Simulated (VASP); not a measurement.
# Cr, transport in the constant relaxation-time approximation: which settings are enough?

Cr, Im-3m (no. 229), 1 atom in the cell. PBE, Boltzmann transport, constant relaxation time; PAW potentials Cr_pv (PBE set). VASP 6.6.1.

Wanted: conductivity at 300 K within 3 %; Seebeck coefficient at 300 K within 1.5 uV/K.

POSCAR:
```
Cr
1.0
   -1.4844496776      1.4844496776      1.4844496776
    1.4844496776     -1.4844496776      1.4844496776
    1.4844496776      1.4844496776     -1.4844496776
Cr
1
Direct
    0.0000000000      0.0000000000      0.0000000000
```

The series start from Dense mesh (KPOINTS_ELPH): 30x30x30; TRANSPORT_NEDOS: 501; Mesh of the SCF: 17x17x17; Cutoff ENCUT (eV): 430; ELPH_NBANDS: 11 over half the electrons; ELPH_ISMEAR: -24; PREC: Accurate; KPAR: 4. Each series keeps the choices made before it, and each single choice may use up half of a tolerance.

## Dense mesh (KPOINTS_ELPH)

| Dense mesh (KPOINTS_ELPH) | Conductivity at 300 K (S/m) | Seebeck coefficient at 300 K (uV/K) | SCF iterations | Time (s) |
|---|---|---|---|---|
| 12x12x12 | 6.82e6 | 6.4 | 17 | 16 |
| 20x20x20 | 7.49e6 | -1.4 | 17 | 26 |
| 30x30x30 | 7.65e6 | -0.8 | 17 | 54 |
| 43x43x43 | 7.74e6 | -1.9 | 17 | 126 |
| 60x60x60 (reference) | 7.75e6 | -1.3 | 17 | 310 |

## TRANSPORT_NEDOS

| TRANSPORT_NEDOS | Conductivity at 300 K (S/m) | Seebeck coefficient at 300 K (uV/K) | SCF iterations | Time (s) |
|---|---|---|---|---|
| 51 | 7.65e6 | -0.8 | 17 | 45 |
| 201 | 7.65e6 | -0.8 | 17 | 47 |
| 501 | 7.65e6 | -0.8 | 17 | 54 |
| 2001 | 7.65e6 | -0.8 | 17 | 76 |
| 5001 (reference) | 7.65e6 | -0.8 | 17 | 138 |

## Mesh of the SCF

| Mesh of the SCF | Conductivity at 300 K (S/m) | Seebeck coefficient at 300 K (uV/K) | SCF iterations | Time (s) |
|---|---|---|---|---|
| 6x6x6 | 7.62e6 | -0.8 | 17 | 39 |
| 10x10x10 | 7.74e6 | -0.7 | 17 | 40 |
| 17x17x17 | 7.65e6 | -0.8 | 17 | 45 |
| 24x24x24 (reference) | 7.68e6 | -0.8 | 17 | 58 |

## Cutoff ENCUT (eV)

| Cutoff ENCUT (eV) | Conductivity at 300 K (S/m) | Seebeck coefficient at 300 K (uV/K) | SCF iterations | Time (s) |
|---|---|---|---|---|
| 300 | 7.61e6 | -0.8 | 15 | 20 |
| 350 | 7.61e6 | -0.8 | 15 | 20 |
| 430 (reference) | 7.62e6 | -0.8 | 17 | 39 |

## ELPH_NBANDS

| ELPH_NBANDS | Conductivity at 300 K (S/m) | Seebeck coefficient at 300 K (uV/K) | SCF iterations | Time (s) |
|---|---|---|---|---|
| 5 over half the electrons | 7.61e6 | -0.8 | 15 | 15 |
| 7 over half the electrons | 7.61e6 | -0.8 | 15 | 17 |
| 11 over half the electrons | 7.61e6 | -0.8 | 15 | 20 |
| 19 over half the electrons (reference) | 7.61e6 | -0.8 | 15 | 27 |

## ELPH_ISMEAR

| ELPH_ISMEAR | Conductivity at 300 K (S/m) | Seebeck coefficient at 300 K (uV/K) | SCF iterations | Time (s) |
|---|---|---|---|---|
| -24 | 7.61e6 | -0.8 | 15 | 15 |
| -15 | 7.61e6 | -0.8 | 15 | 51 |
| 0 | 7.6e6 | -0.9 | 15 | 15 |

## PREC

| PREC | Conductivity at 300 K (S/m) | Seebeck coefficient at 300 K (uV/K) | SCF iterations | Time (s) |
|---|---|---|---|---|
| Accurate | 7.61e6 | -0.8 | 15 | 15 |
| Normal | 7.61e6 | -0.8 | 18 | 13 |

## KPAR

| KPAR | Conductivity at 300 K (S/m) | Seebeck coefficient at 300 K (uV/K) | SCF iterations | Time (s) |
|---|---|---|---|---|
| 4 | 7.61e6 | -0.8 | 15 | 15 |
| 1 | 7.61e6 | -0.8 | 18 | 17 |

## Question

The rows run from the loosest to the tightest (no order: ELPH_ISMEAR, PREC, KPAR). For each series: choose the loosest value from which every tighter one stays within half of the tolerance; where there is no order, keep the first row unless others stay within half of the tolerance and take at least 30 % less time, and then take the fastest.

## Answer

- Dense mesh (KPOINTS_ELPH): 30x30x30
- TRANSPORT_NEDOS: 51
- Mesh of the SCF: 6x6x6
- Cutoff ENCUT (eV): 300
- ELPH_NBANDS: 5 over half the electrons
- ELPH_ISMEAR: -24
- PREC: Accurate
- KPAR: 4

## All choices together

| Input | Conductivity at 300 K (S/m) | Seebeck coefficient at 300 K (uV/K) | Time (s) |
|---|---|---|---|
| defaults, no KPOINTS_ELPH (naive) | 4.42e6 | -2.5 | 5.9 |
| chosen settings | 7.61e6 | -0.8 | 15 |
| reference settings throughout | 7.79e6 | -1.3 | 938 |

The tolerance is met.

## The input

INCAR:
```
PREC = Accurate ; ENCUT = 300
EDIFF = 1E-8 ; LREAL = False
LASPH = True ; LWAVE = False
LCHARG = False ; ALGO = Normal
NELM = 100 ; ISMEAR = 1
SIGMA = 0.1 ; GGA = PE
ISPIN = 2 ; MAGMOM = 3
LMAXMIX = 4 ; ELPH_MODE = TRANSPORT
ELPH_SCATTERING_APPROX = CRTA ; TRANSPORT_RELAXATION_TIME = 1E-14
ELPH_ISMEAR = -24 ; ELPH_SELFEN_TEMPS = 200 300 400 600 800
ELPH_SELFEN_CARRIER_DEN = 0.0 ; TRANSPORT_NEDOS = 51
KPAR = 4 ; ELPH_FERMI_NEDOS = 51
ELPH_NBANDS = 11
```

KPOINTS:
```
Automatic mesh
0
Gamma
  6 6 6
  0 0 0
```

KPOINTS_ELPH:
```
Automatic mesh
0
Gamma
  30 30 30
  0 0 0
```

Commands:
```
cat potpaw_PBE.64/Cr_pv/POTCAR > POTCAR
mpirun -np 4 vasp_std > vasp.out
```

Limits: Conductivity and heat conductivity scale with the typed relaxation time, here the same at all temperatures, so the change of scattering with temperature is missing.

The chosen input took VASP 6.6.1 15 s on 4 cores (Intel Xeon Platinum 8259CL @ 2.50GHz (Skylake/Cascade Lake)), a shared host.

## An input that fails: misspelt approximation

VASP's message: ELPH_SCATTERING_APPROX was not specified or recognized. Must be one or a combination of CRTA, SERTA, ERTA_TAU, ERTA_LAMBDA, MRTA_TAU or MRTA_LAMBDA.

Changes against the starting input:
```
- ELPH_SCATTERING_APPROX = CRTA
+ ELPH_SCATTERING_APPROX = CRT
```
